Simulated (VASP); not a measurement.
BN under changes of volume

One of the cells (6.078 Å³/atom); the others are scaled copies at fixed shape and fractional positions:

```xyz
2
Lattice="0.0000 1.8250 1.8250 1.8250 0.0000 1.8250 1.8250 1.8250 0.0000" Properties=species:S:1:pos:R:3 pbc="T T T"
N     0.9125    0.9125    0.9125
B     0.0000    0.0000    0.0000
```

The cell is a database's computed one.

```yaml
Program: VASP 6.6.1
Functional: PBE
Potentials_or_basis: VASP PAW PBE potentials, release 64 (N, B)
Cutoff: 520 eV
k_mesh: 13 × 13 × 13
Occupations: fermi-dirac, width 0.05 eV
Spin: no spin polarisation
```

```csv
volume (Å³/atom),energy over the lowest point (meV/atom),pressure (GPa),gap on the mesh (eV)
5.602,25.09,25.7,4.59
5.721,9.35,16.2,4.57
5.840,0.31,7.7,4.55
6.078,0.00,-7.3,4.50
6.198,7.66,-13.8,4.48
6.317,?,?,?
```

Q: What does the run at 6.317 Å³/atom give?

A: Energy over the lowest point 19.95 meV/atom; pressure -19.7 GPa; gap on the mesh 4.45 eV.

Worked out: A Birch-Murnaghan fit of order 3 (a polynomial in V^(-2/3)) to the other rows has its minimum at 5.96 Å³/atom with B0 = V·E''(V) = 371 GPa and B' = 4.0. It gives 19.81 meV/atom at 6.317 Å³/atom, against the run's 19.95, and -dE/dV = -19.2 GPa, against -19.7. A straight line through the other rows of the gap, of slope -1.11 eV per unit of ln V, extrapolates to 4.46 eV, against the run's 4.45.

Energies are extrapolated to zero smearing.

Caveats: an odd mesh through Γ misses points on the zone boundary, where band edges often lie.
